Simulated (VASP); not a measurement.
The system is Pd.

```xyz
1
Lattice="0.0000 1.9465 1.9465 1.9465 0.0000 1.9465 1.9465 1.9465 0.0000" Properties=species:S:1:pos:R:3 pbc="T T T"
Pd    0.0000    0.0000    0.0000
```

Base run:

```yaml
Program: VASP 6.6.1
Functional: TPSS
Potentials_or_basis: VASP PAW PBE potentials, release 64 (Pd)
Cutoff: 520 eV
k_mesh: 12 × 12 × 12
Occupations: fermi-dirac, width 0.05 eV
Spin: no spin polarisation
```

Its results: pressure 1.5 GPa.

The run is repeated on the same cell with these changes: functional from TPSS to MS2; further incar settings from ALGO = Normal; EDIFF = 1e-06 to ALGO = Normal; EDIFF = 1e-07. What comes out?

Pressure -2.4 GPa.

Caveats: the PAW data sets were made with another functional, which shifts forces and pressure a little.
